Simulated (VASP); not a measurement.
# W2C (P-3m1) in VASP: a series of runs

The runs below take W2C through single point, electron localisation function, with PBEsol, BLYP+D3, rSCAN+D3(BJ).

Program: VASP 6.6.1. These are calculated values, not measurements. Logs are shortened: lines on timing, memory, paths and dates and some standing lists are left out, and cuts for length are marked.

### 1 The crystal as given

Symmetry: P-3m1, No. 164, trigonal system. Conventional cell: a = 3.070 Å, b = 3.070 Å, c = 4.678 Å, α = 90.00°, β = 90.00°, γ = 120.00°. Around W (site symmetry 3m) lie 3 C at 2.13 Å. Around C (site symmetry -3m) lie 6 W at 2.13 Å.

The cell comes from a database or a generator and needn't be the stable form of this composition.

### 2 Single point, PBEsol

Input file INCAR:

```
PREC = Accurate
ENCUT = 550
EDIFF = 1E-6
ISMEAR = 0
SIGMA = 0.02
LREAL = False
LASPH = True
NELM = 60
ALGO = Normal
ISIF = 2
LWAVE = False
LCHARG = False
GGA = PS
```

Input file KPOINTS:

```
regular mesh
0
Gamma
  10 10 6
```

Input file POSCAR:

```
W2C
1.0
    3.0700456420      0.0000000000      0.0000000000
   -1.5350228210      2.6587375167      0.0000000000
    0.0000000000      0.0000000000      4.6784280000
W C
2 1
Cartesian
    1.5350228212      0.8862458388      1.1867721523
   -0.0000000002      1.7724916779      3.4916558477
    0.0000000000      0.0000000000      0.0000000000
```

Potentials or basis: VASP PAW PBE potentials, release 64 (W_sv_GW, C_GW).

Command:

```console
$ cat potpaw_PBE.64/W_sv_GW/POTCAR potpaw_PBE.64/C_GW/POTCAR > POTCAR
$ mpirun -np 1 vasp_std > vasp.out
```

OUTCAR:

```text
PREC = Accurate
   ENCUT = 550
   EDIFF = 1E-6
   ISMEAR = 0
   LREAL = False
   LASPH = True
   NELM = 60
   ISIF = 2
   GGA = PS

 ion  position               nearest neighbor table
   1  0.667  0.333  0.254-   3 2.13   3 2.13   3 2.13   2 2.91   2 2.91   2 2.91   2 2.96   2 2.96
                             2 2.96
   2  0.333  0.667  0.746-   3 2.13   3 2.13   3 2.13   1 2.91   1 2.91   1 2.91   1 2.96   1 2.96
                             1 2.96
   3  0.000  0.000  0.000-   1 2.13   2 2.13   2 2.13   1 2.13   1 2.13   2 2.13

  LATTYP: Found a hexagonal cell.
 ALAT       =     3.0700456420
 C/A-ratio  =     1.5238952594

  Lattice vectors:

 A1 = (   3.0700456420,   0.0000000000,   0.0000000000)
 A2 = (  -1.5350228210,   2.6587375167,   0.0000000000)
 A3 = (   0.0000000000,   0.0000000000,   4.6784280000)

Analysis of symmetry for initial positions (statically):
=====================================================================
 Subroutine PRICEL returns:
 Original cell was already a primitive cell.

 Routine SETGRP: Setting up the symmetry group for a
 hexagonal supercell.

 Subroutine GETGRP returns: Found 12 space group operations
 (whereof 12 operations were pure point group operations)
 out of a pool of 24 trial point group operations.

The static configuration has the point symmetry D_3d.

Analysis of symmetry for dynamics (positions and initial velocities):
=====================================================================
 Subroutine PRICEL returns:
 Original cell was already a primitive cell.

 Routine SETGRP: Setting up the symmetry group for a
 hexagonal supercell.

 Subroutine GETGRP returns: Found 12 space group operations
 (whereof 12 operations were pure point group operations)
 out of a pool of 24 trial point group operations.

The dynamic configuration has the point symmetry D_3d.

 Subroutine INISYM returns: Found 12 space group operations
 (whereof 12 operations are pure point group operations),
 and found     1 'primitive' translations

----------------------------------------------------------------------------------------

                                     Primitive cell

  volume of cell :      38.1874

  direct lattice vectors                    reciprocal lattice vectors
     3.070045642  0.000000000  0.000000000     0.325728056  0.188059181  0.000000000
    -1.535022821  2.658737517  0.000000000     0.000000000  0.376118362  0.000000000
     0.000000000  0.000000000  4.678428000     0.000000000  0.000000000  0.213747011

  length of vectors
     3.070045642  3.070045642  4.678428000     0.376118362  0.376118362  0.213747011

  position of ions in fractional coordinates (direct lattice)
     0.666666667  0.333333333  0.253669000
     0.333333333  0.666666667  0.746331000
     0.000000000  0.000000000  0.000000000

  ion indices of the primitive-cell ions
   primitive index   ion index
                 1           1
                 2           2
                 3           3

----------------------------------------------------------------------------------------

 KPOINTS: regular mesh

Automatic generation of k-mesh.
 Grid dimensions read from file:
 generate k-points for:   10   10    6

 Generating k-lattice:

  Cartesian coordinates                     Fractional coordinates (reciprocal lattice)
     0.032572806  0.018805918  0.000000000     0.100000000 -0.000000000  0.000000000
     0.000000000  0.037611836  0.000000000     0.000000000  0.100000000  0.000000000
     0.000000000  0.000000000  0.035624502     0.000000000  0.000000000  0.166666667

  Length of vectors
     0.037611836  0.037611836  0.035624502

  Shift w.r.t. Gamma in fractional coordinates (k-lattice)
     0.000000000  0.000000000  0.000000000

 Subroutine IBZKPT returns following result:
 ===========================================

 Found     72 irreducible k-points:

 Following reciprocal coordinates:
            Coordinates               Weight
  0.000000  0.000000  0.000000      1.000000
  0.100000  0.000000  0.000000      6.000000
  0.200000  0.000000  0.000000      6.000000
  0.300000  0.000000  0.000000      6.000000
  0.400000  0.000000  0.000000      6.000000
  0.500000  0.000000  0.000000      3.000000
[... 42 lines left out ...]
 -0.100000  0.300000  0.333333     12.000000
  0.300000  0.100000  0.333333     12.000000
 [... further k-points ...]
   k-points           NKPTS =     72   k-points in BZ     NKDIM =     72   number of bands    NBANDS=     20
   number of dos      NEDOS =    301   number of ions     NIONS =      3
   total plane-waves  NPLWV =  20736
   dimension x,y,z NGX =    24 NGY =   24 NGZ =   36
   dimension x,y,z NGXF=    48 NGYF=   48 NGZF=   72
   ions per type =               2   1
   NGX,Y,Z   is equivalent  to a cutoff of  13.00, 13.00, 12.79 a.u.
   NGXF,Y,Z  is equivalent  to a cutoff of  25.99, 25.99, 25.58 a.u.
 SYSTEM =  unknown system
   PREC   = accura    normal or accurate (medium, high low for compatibility)
   ISTART =      0    job   : 0-new  1-cont  2-samecut
   ICHARG =      2    charge: 1-file 2-atom 10-const
   ISPIN  =      1    spin polarized calculation?
   LNONCOLLINEAR =      F non collinear calculations
   LSORBIT =      F    spin-orbit coupling
   LASPH  =      T    aspherical Exc in radial PAW
   ENCUT  =  550.0 eV  40.42 Ry    6.36 a.u.   5.87  5.87  8.95*2*pi/ulx,y,z
   NELM   =     60;   NELMIN=  2; NELMDL= -5     # of ELM steps
   EDIFF  = 0.1E-05   stopping-criterion for ELM
   LREAL  =      F    real-space projection
   EDIFFG = 0.1E-04   stopping-criterion for IOM
   NSW    =      0    number of steps for IOM
   IBRION =     -1    ionic relax: 0-MD 1-quasi-New 2-CG
   NFREE  =      0    steps in history (QN), initial steepest desc. (CG)
   ISIF   =      2    stress and relaxation
   ISYM   =      2    0-nonsym 1-usesym 2-fastsym
   POTIM  = 0.5000    time-step for ionic-motion
   TEBEG  =    0.0;   TEEND  =   0.0 temperature during run
   PSTRESS=    0.0 pullay stress
   NELECT =      32.0000    total number of electrons
   NUPDOWN=      -1.0000    fix difference up-down
   EMIN   =  10.00;   EMAX   =-10.00  energy-range for DOS
   EFERMI =   0.00;   METHOD = LEGACY
   ISMEAR =     0;   SIGMA  =   0.02  broadening in eV -4-tet -1-fermi 0-gaus
   EFERMI_NEDOS =   21; number of points for ismear=-14 and -15
   IALGO  =     38    algorithm
   IMIX   =      4    mixing-type and parameters
     AMIX     =   0.40;   BMIX     =  1.00
     AMIX_MAG =   1.60;   BMIX_MAG =  1.00
  volume/ion in A,a.u.               =      12.73        85.90
  Fermi-wavevector in a.u.,A,eV,Ry     =   1.543422  2.916645 32.411147  2.382152
  Thomas-Fermi vector in A             =   2.649087
   LORBIT       =      0    0 simple, 1 ext, 2 COOP (PROOUT), +10 PAW based schemes
   GGA     = PS    functional components
   LHFCALC =     F    Hartree Fock is set to
   AEXX    =    0.0000 exact exchange contribution
   IVDW    =     0    specifies the selected vdW correction
   LEPSILON=     F    determine dielectric tensor
   LRPA    =     F    only Hartree local field effects (RPA)
 non-spin polarized calculation
 Gauss-broadening in eV      SIGMA  =   0.02
  energy-cutoff  :      550.00
  volume of cell :       38.19
 maximum number of plane-waves:      1134
   NGX = 11   NGY = 11   NGZ = 17

 number of electron      32.0000003 magnetization

 Free energy of the ion-electron system (eV)
  ---------------------------------------------------
  ext. energy  EPLUGINS =         0.00000000
  ---------------------------------------------------
  free energy    TOTEN  =       -41.43464653 eV

  energy without entropy =      -41.43399562  energy(sigma->0) =      -41.43432108

 E-fermi :  12.3238     XC(G=0): -13.7988

 val. band max:       12.3093069315   @ k =   0.1000   0.1000   0.1667
 cond. band min:      12.3349080466   @ k =   0.5000   0.0000   0.3333
 fundamental gap:      0.0256011151
 Fermi energy:        12.3237975392

 k-point     1 :       0.0000    0.0000    0.0000
  band No.  band energies     occupation
      1     -62.4399      2.00000
      2     -62.3643      2.00000
      3     -27.0917      2.00000
      4     -26.4840      2.00000
      5     -26.4840      2.00000
      6     -26.3483      2.00000
[... 12 lines left out ...]
     19      12.9100      0.00000
     20      12.9100      0.00000

 k-point     2 :       0.1000    0.0000    0.0000
  band No.  band energies     occupation
      1     -62.4357      2.00000
      2     -62.3634      2.00000
      3     -27.0664      2.00000
      4     -26.5312      2.00000
      5     -26.5024      2.00000
      6     -26.3953      2.00000
[... 12 lines left out ...]
     19      13.3810      0.00000
     20      13.4091      0.00000

 k-point     3 :       0.2000    0.0000    0.0000
  band No.  band energies     occupation
      1     -62.4242      2.00000
      2     -62.3611      2.00000
      3     -26.9953      2.00000
      4     -26.6540      2.00000
      5     -26.5470      2.00000
      6     -26.5142      2.00000
[... 12 lines left out ...]
     19      14.2664      0.00000
     20      14.2685      0.00000

 k-point     4 :       0.3000    0.0000    0.0000
  band No.  band energies     occupation
      1     -62.4086      2.00000
      2     -62.3594      2.00000
      3     -26.8940      2.00000
      4     -26.8041      2.00000
      5     -26.6543      2.00000
      6     -26.5982      2.00000
[... 797 lines left out ...]
 k-point    39 :       0.0000    0.1000    0.3333
  band No.  band energies     occupation
      1     -62.4178      2.00000
      2     -62.3813      2.00000
      3     -26.8764      2.00000
      4     -26.5106      2.00000
      5     -26.4799      2.00000
      6     -26.4693      2.00000
[... 12 lines left out ...]
     19      13.9743      0.00000
     20      14.1184      0.00000

 k-point    40 :       0.2000    0.0000    0.3333
  band No.  band energies     occupation
      1     -62.4084      2.00000
      2     -62.3768      2.00000
      3     -26.8920      2.00000
      4     -26.6378      2.00000
      5     -26.5438      2.00000
      6     -26.4959      2.00000
[... 12 lines left out ...]
     19      14.1409      0.00000
     20      14.4752      0.00000

 [... further k-points ...]

------------------------ aborting loop because EDIFF is reached ----------------------------------------

  FORCE on cell =-STRESS in cart. coord.  units (eV):
  Direction    XX          YY          ZZ          XY          YZ          ZX
  --------------------------------------------------------------------------------------
  -------------------------------------------------------------------------------------
  Total       -2.7029429     -2.7029429     -2.5455337      0.0000000      0.0000000     -0.0000000
  in kB     -113.4036974   -113.4036974   -106.7994909      0.0000000      0.0000000     -0.0000000
  external PRESSURE =    -111.2022952 kB  Pullay stress =       0.0000000 kB

 VOLUME and BASIS-vectors are now :
 -----------------------------------------------------------------------------
  energy-cutoff  :      550.00
  volume of cell :       38.19
      direct lattice vectors                 reciprocal lattice vectors
     3.070045642  0.000000000  0.000000000     0.325728056  0.188059181  0.000000000
    -1.535022821  2.658737517  0.000000000     0.000000000  0.376118362  0.000000000
     0.000000000  0.000000000  4.678428000     0.000000000  0.000000000  0.213747011

 POSITION                                       TOTAL-FORCE (eV/Angst)
 -----------------------------------------------------------------------------------
      1.53502      0.88625      1.18677        -0.000000     -0.000000     -0.149829
     -0.00000      1.77249      3.49166         0.000000      0.000000      0.149829
      0.00000      0.00000      0.00000         0.000000      0.000000      0.000000
 -----------------------------------------------------------------------------------
    total drift:                               -0.000000      0.000000     -0.000000

  FREE ENERGIE OF THE ION-ELECTRON SYSTEM (eV)
  ---------------------------------------------------
  free  energy   TOTEN  =       -41.4346465332 eV

  energy  without entropy=      -41.4339956228  energy(sigma->0) =      -41.43432108
```

Wall time 47 s (1 thread of Intel Xeon Platinum 8559C (Emerald Rapids), shared host); peak memory 0.19 GiB.

What came out:

* Free energy: -41.4346 eV
* Pressure: -11.1 GPa
* Largest force: 0.150 eV/Å
* Band gap on the k mesh: none (metal or under the smearing width)

Forces in eV/Å, atoms in the order of the input:
```
W    0.000  0.000 -0.150
W    0.000  0.000  0.150
C    0.000  0.000  0.000
```

Caveat: the PAW data sets were made with another functional, which shifts forces and pressure a little. The run has no spin-orbit coupling, so splittings on W are missing.

(Part 1 of 2 ends here.)
